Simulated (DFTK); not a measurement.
WC (Qusongite):

```
W C
1.0
     2.90650    0.00000    0.00000
    -1.45325    2.51710    0.00000
     0.00000    0.00000    2.83660
W C
1 1
Cartesian
  0.0000 0.0000 0.0000
  1.4533 0.8390 1.4183
```

Base run:

```yaml
Program: DFTK 0.8.2
Functional: PBEsol
Potentials_or_basis: SG15 1.2 (PBE)
Cutoff: 1225 eV
k_mesh: 10 × 10 × 9
Occupations: fermi-dirac, width 0.05 eV
Spin: no spin polarisation
```

Its results: band gap on the k mesh none (metal or under the smearing width); pressure -5.4 GPa.

The run is repeated on the same cell with these changes: functional from PBEsol to r2SCAN; k mesh from 10 × 10 × 9 to 7 × 7 × 6. What comes out?

Band gap on the k mesh none (metal or under the smearing width); pressure -8.5 GPa.

Several settings changed at once, so the effect can't be laid on one alone.

Caveats: some runs use coarse meshes; the potentials were made for another functional, which shifts forces and pressure; spin-orbit coupling is left out, which moves the levels of the heavy elements.
